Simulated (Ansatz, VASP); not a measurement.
P: VASP beside Ansatz

Contents of INCAR:

```
PREC = Accurate
ENCUT = 520
EDIFF = 1E-6
ISMEAR = -1
SIGMA = 0.05
LREAL = False
LASPH = True
NELM = 100
ALGO = Normal
ISIF = 2
LWAVE = False
LCHARG = False
GGA = CA
NBANDS = 18
```

The input KPOINTS:

```
Automatic mesh
0
Gamma
  3 3 2
```

POSCAR

```
P
1.0
    1.6761948657     -5.0390752980      0.0000000000
    1.6761948657      5.0390752980      0.0000000000
    0.0000000000      0.0000000000      4.0387457901
P
4
Direct
    0.1075544155      0.8924455845      0.9323210340
    0.6075544155      0.3924455845      0.5676789660
    0.8924455845      0.1075544155      0.0676789660
    0.3924455845      0.6075544155      0.4323210340
```

Input for Ansatz:

```yaml
crystal:
  lattice:
    - [1.6761948657, -5.039075298, 0.0]
    - [1.6761948657, 5.039075298, 0.0]
    - [0.0, 0.0, 4.0387457901]
  atoms:
    - { symbol: P, position: [0.1075544155, 0.8924455845, 0.932321034] }
    - { symbol: P, position: [0.6075544155, 0.3924455845, 0.567678966] }
    - { symbol: P, position: [0.8924455845, 0.1075544155, 0.067678966] }
    - { symbol: P, position: [0.3924455845, 0.6075544155, 0.432321034] }
hamiltonian:
  xc: lda
  pseudopotentials:
    kind: paw
    azcp:
      P: "pseudopotentials/P.paw.azcp"
basis:
  ecutwfc: 420
  fft_grid_basis: typed
kpoints:
  mp_grid: { grid: [3, 3, 2], shift: [0, 0, 0] }
magnetization:
  spin_polarized: false
scf:
  occupations: { method: fermi_dirac, width: 0.05 }
  lower_state_search: "off"
output:
  stress: true
```

Alike in both runs: task single point; functional LDA; k mesh 3 × 3 × 2; occupations fermi-dirac, width 0.05 eV; no spin polarisation.

```csv
,VASP,Ansatz
version,VASP 6.6.1,Ansatz 0.2.0
potentials or method,"VASP PAW LDA potentials, release 64 (P)","plane waves (420 eV) with PAW, scalar-relativistic"
plane-wave cutoff (eV),520,420
valence electrons in the cell,20,20
```

VASP gave:

| Quantity | Value |
| --- | --- |
| pressure (GPa) | 0.0 |
| largest component of the traceless stress (GPa) | 7.30 |

Task: Estimate Ansatz's values.

Result: Pressure (GPa): 0.3; largest component of the traceless stress (GPa): 7.27.

Ansatz warned: «pseudo_functional_mismatch».

Caveats: the k mesh is coarse (spacing up to 0.78 Å⁻¹), so the values aren't converged.
